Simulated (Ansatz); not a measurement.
Mg started in the widest void in diamond Si, 65 atoms, charge +2

All numbers come from Ansatz (PAW, plane waves, no spin–orbit coupling) at the single k point (¼, ¼, ¼) without its symmetry partners. The atoms were relaxed with PBEsol in a fixed cell; other functionals are single points on those atoms unless said otherwise. The valence top and gap of the host come from its small cell on a dense mesh, with the band extrema sought between the mesh points, lined up by the mean potential, PBEsol gap 0.46 eV, HSE06 (atoms relaxed with HSE06) gap 1.13 eV. The charge correction uses an assumed dielectric constant of 11.7.

Cell: a = 10.866 Å, b = 10.866 Å, c = 10.866 Å, α = 90.00°, β = 90.00°, γ = 90.00°.

Nearest atoms after relaxation, from the placed atom (for vacancies from the middle of the vacant sites): Si at 2.50 Å, Si at 2.50 Å, Si at 2.50 Å, Si at 2.51 Å, Si at 2.75 Å, Si at 2.75 Å, Si at 2.75 Å, Si at 2.77 Å.

Chemical potentials μ are those of reference phases of the elements at zero temperature by the same functional (the usual solids, diamond for C, grey Sn, and the molecules H2, N2, O2, F2, Cl2, Br2 and S8).

```tsv
functional	E(defect) − E(host) − Σ nμ + q·E_VBM (eV)	monopole (eV)	alignment (eV)	formation energy at E_F = VBM (eV)	moment (μB)	wall time, shared host
PBEsol	0.47	0.64	0.06	1.17	0 (no spin)	6.2 s on NVIDIA GB300 (relaxation)
HSE06 (atoms relaxed with HSE06)	0.02	0.64	0.08	0.74	0 (no spin)	21 s on NVIDIA GB300 (relaxation)
```

(1) How does the monopole term follow by hand for this cubic cell?

HSE06 (atoms relaxed with HSE06) one-electron levels near the gap (the ten most localised at most), from the host's valence top, not corrected for the charge's images:

| level (eV) | spin | filling | atoms sharing it | element of the atom with most weight |
| --- | --- | --- | --- | --- |
| -0.24 | both | 2.00 | 64.0 | spread |
| -0.24 | both | 2.00 | 64.0 | spread |
| 1.42 | both | 0.00 | 51.4 | spread |

One k point and a cell of this size can leave errors of several tenths of an eV in such numbers.

## Answers

(1) q²·α·e²/(4πε₀)/(2εL) with the Madelung constant α = 2.837 and e²/4πε₀ = 14.40 eV·Å: 4 × 2.837 × 14.40 / (2 × 11.7 × 10.866) = 0.64 eV.
